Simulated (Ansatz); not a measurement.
**ScAl3: sound and stiffness along [100], [110] and [111]**

Level of theory: Ansatz, DFT PBE, scalar-relativistic, plane waves, PAW. Cutoff 420 eV, 10×10×10 k-points (Γ-centred), Fermi-Dirac smearing of 0.15 eV. No spin polarisation.

Relaxed structure:
```cif
data_structure
_symmetry_space_group_name_H-M 'P 1'
_symmetry_Int_Tables_number 1
_cell_length_a 4.1082
_cell_length_b 4.1082
_cell_length_c 4.1082
_cell_angle_alpha 90.000
_cell_angle_beta 90.000
_cell_angle_gamma 90.000
_cell_volume 69.33
loop_
_atom_site_label
_atom_site_type_symbol
_atom_site_fract_x
_atom_site_fract_y
_atom_site_fract_z
_atom_site_occupancy
Sc1 Sc 0.00000 0.00000 0.00000 1
Al1 Al 0.50000 0.00000 0.50000 1
Al2 Al 0.00000 0.50000 0.50000 1
Al3 Al 0.50000 0.50000 0.00000 1
```

In a metal, frequencies and elastic constants depend on the k mesh and the smearing, soft modes and shear constants most.

With ions relaxed, on the cubic axes: C11 = 174.3, C12 = 41.4, C44 = 68.4 GPa. The density is 3.015 g/cm³. Zone-centre modes weren't checked beside this run.

**Question.** Is the crystal stable against strain, and how anisotropic is it?

**Answer.** Born's conditions hold: C11 + 2C12 = 257.1, C11 − C12 = 132.8 and C44 = 68.4 GPa are all positive. B = (C11 + 2C12)/3 = 85.7 GPa. The two shear moduli are C44 and C′ = (C11 − C12)/2 = 66.4 GPa, so Zener's ratio is A = C44/C′ = 1.03: nearly isotropic. The Cauchy pressure C12 − C44 is -27.0 GPa; it would vanish for pair forces between atoms on inversion centres at zero pressure, and a negative value is usual with directional bonding, though many-body forces give one in some ionic oxides too.

**Question.** Give the sound speeds along the three symmetry directions.

**Answer.** The Christoffel equation gives ρv² for each branch:
| direction | branch | ρv² | GPa | v (m/s) |
| --- | --- | --- | --- | --- |
| [100] | L | C11 | 174.3 | 7602 |
| [100] | T (×2) | C44 | 68.4 | 4762 |
| [110] | L | (C11 + C12 + 2C44)/2 | 176.2 | 7645 |
| [110] | T, u ∥ [001] | C44 | 68.4 | 4762 |
| [110] | T, u ∥ [1-10] | (C11 − C12)/2 | 66.4 | 4693 |
| [111] | L | (C11 + 2C12 + 4C44)/3 | 176.9 | 7659 |
| [111] | T (×2) | (C11 − C12 + C44)/3 | 67.1 | 4716 |

**Question.** How does Young's modulus depend on direction?

**Answer.** Inverting gives S11 = 6.316, S12 = -1.213, S44 = 14.622 TPa⁻¹. Along a unit vector (l, m, n), 1/E = S11 − 2(S11 − S12 − S44/2)(l²m² + m²n² + n²l²), where the last bracket is 0, 1/4 and 1/3 for [100], [110] and [111]: E = 158, 161 and 162 GPa. The directions hardly differ. For a film on (001), the biaxial modulus is C11 + C12 − 2C12²/C11 = 196 GPa and the normal strain is −2C12/C11 = -0.48 times the in-plane one.

Cost: 1 run of about 0.92 core-minutes, on AMD EPYC (Zen 3) (shared hosts).

ScAl3 comes out stiff in shear relative to its bulk modulus, and almost equally so for both cubic shears. Longitudinal speeds run only from 7602 to 7659 m/s, a spread too small to make the order of the directions a firm result. Near-isotropy here doesn't mean non-directional bonding. Fcc aluminium is also nearly isotropic, but it shears far more easily and has a positive Cauchy pressure, as expected where the electron gas supplies much of the resistance to compression. In ScAl3 the sign is reversed, although every atom sits on an inversion centre, so central pair forces alone can't account for the elasticity. The likely reason is hybridisation of Sc 3d with Al 3p states, which makes the energy sensitive to bond angles as well as bond lengths and so raises both shear moduli while C12 stays low. The high shear resistance suggests limited ductility, but elastic constants don't settle that, since slip in this ordered structure also depends on antiphase-boundary and stacking-fault energies.
